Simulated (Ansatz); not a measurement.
**Property card for SnO2**

These are results of DFT PBE, scalar-relativistic, plane waves, PAW (Ansatz), not measurements.

Plane waves to 420 eV, a k mesh through Γ of 10×10×10 on the computed 6-atom cell and Gaussian smearing (0.02 eV); no spin polarisation.

The structure is relaxed at this level of theory with its symmetry kept. This form isn't the usual stable structure of the compound.

```yaml
crystal:
  lattice:
    - [-2.02614, 2.02614, 5.18138]
    - [2.02614, -2.02614, 5.18138]
    - [2.02614, 2.02614, -5.18138]
  atoms:
    - { symbol: Sn, position: [0.75000, 0.25000, 0.50000] }
    - { symbol: Sn, position: [0.00000, 0.00000, 0.00000] }
    - { symbol: O, position: [0.79759, 0.79759, 0.00000] }
    - { symbol: O, position: [0.95241, 0.45241, 0.50000] }
    - { symbol: O, position: [0.20241, 0.20241, 0.00000] }
    - { symbol: O, position: [0.54759, 0.04759, 0.50000] }
```

| Quantity | Value |
| --- | --- |
| Space group | I4_1/amd (No. 141) |
| Volume per atom | 14.18 Å³ |
| Formation energy from the elements' standard states (uncorrected) | -1.555 eV/atom |
| Kohn–Sham band gap | 1.32 eV, indirect from (0.083, 0.083, 0.333) to Γ |
| Löwdin character of the top 1 eV of the valence band | O 2p 97 % |
| Löwdin character of the lowest 1 eV of the conduction band | Sn 5s 51 %, O 2p 22 %, O 2s 22 % |
| Electron masses at the edge by Cartesian direction of the standard setting (m_e; degenerate bands sorted by energy; no spin-orbit coupling) | x: 0.21; y: 0.21; z: 0.19 |
| Hole masses at the edge by Cartesian direction of the standard setting (m_e; degenerate bands sorted by energy; no spin-orbit coupling) | x: 3.1; y: 3.1; z: 17 |
| Bulk modulus | 136 GPa |
| Its pressure derivative | 4.1 |
| Electronic dielectric constant xx, yy, zz of the standard setting (independent particles) | 4.4, 4.4, 4.6 |
| Bader charges (e) | Sn (2 in the cell) 2.46, O (4 in the cell) -1.23 |